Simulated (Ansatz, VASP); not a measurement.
## One calculation of AlN, two programs

```xyz
4
Lattice="3.1299 0.0000 -0.4695 -1.5649 2.7106 0.2347 -0.7525 0.0000 5.2176" Properties=species:S:1:pos:R:3 pbc="T T T"
Al    0.0445    1.8020    0.0477
Al    1.2332    0.9085    2.4218
N    -0.3343    1.8689    1.9611
N     0.8544    0.8417    4.3352
```

Change from the starting cell: engineering shear strain xz -0.3000, normal strain along z +0.0400.

Alike in both runs: functional PBE; k mesh 9 × 9 × 6; occupations gaussian, width 0.05 eV; no spin polarisation.

Ansatz relaxed the structure, and its values are those at the end. VASP's run is a single point on that final structure, the one shown.

```csv
,VASP,Ansatz
version,VASP 6.6.1,Ansatz 0.2.0
potentials or method,"VASP PAW PBE potentials, release 64 (Al, N)","scalar-relativistic, plane waves, PAW"
plane-wave cutoff (eV),520,520
valence electrons in the cell,16,16
```

VASP gave:

| Quantity | Value |
| --- | --- |
| gap on the k mesh at the Fermi level (eV) | 2.45 |
| least direct gap on the mesh (eV) | 2.45 |
| pressure (GPa) | -5.6 |

Q: What did Ansatz give for the same quantities?

A: gap on the k mesh at the Fermi level (eV): 2.45; least direct gap on the mesh (eV): 2.45; pressure (GPa): -5.4.

The functional is the same, so the differences come from potentials, cutoffs and numerics. Ansatz warned: «stress_scf_threshold_loose».
